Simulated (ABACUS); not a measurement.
Crystal: Zr.

```
Zr
1.0
     3.23200    0.00000    0.00000
    -1.61600    2.79899    0.00000
     0.00000    0.00000    5.14700
Zr
2
Direct
  0.66667 0.33333 0.75000
  0.33333 0.66667 0.25000
```

| Quantity | Value |
| --- | --- |
| Program | ABACUS 3.10.1 |
| Task | single point |
| Functional | PBE |
| Potentials or basis | PseudoDojo NC SR 0.4.1 PBE standard |
| Cutoff | 1361 eV |
| Density cutoff | 5442 eV |
| Basis | DZP LCAO (the cutoffs set its grid) |
| k mesh | 9 × 9 × 5 |
| Occupations | fermi-dirac, width 0.05 eV |
| Spin | no spin polarisation |

On this cell: pressure 0.7 GPa; largest force under 0.003 eV/Å; band gap on the k mesh none (metal or under the smearing width).

The same run follows on a disturbed copy (atoms moved at random, drawn with an rms of 0.05 Å):

```
Zr
1.0
     3.23200    0.00000    0.00000
    -1.61600    2.79899    0.00000
     0.00000    0.00000    5.14700
Zr
2
Direct
  0.66214 0.33864 0.74918
  0.34713 0.68258 0.24458
```

What changes?

The energy (extrapolated to zero smearing) moves by +1.1 meV/atom; pressure 0.7 GPa; largest force 0.112 eV/Å; band gap on the k mesh none (metal or under the smearing width).

Forces in eV/Å, atoms in the order of the input:
```
Zr   0.038  0.026 -0.102
Zr  -0.038 -0.026  0.102
```

Stress tensor (GPa, compression positive):
```
 0.20 -0.30 -0.01
-0.30  0.63 -0.01
-0.01 -0.01  1.41
```

Caveats: the atomic orbitals were generated for these runs and aren't a published set; the basis of atomic orbitals isn't converged, which shifts pressures, moduli and gaps.
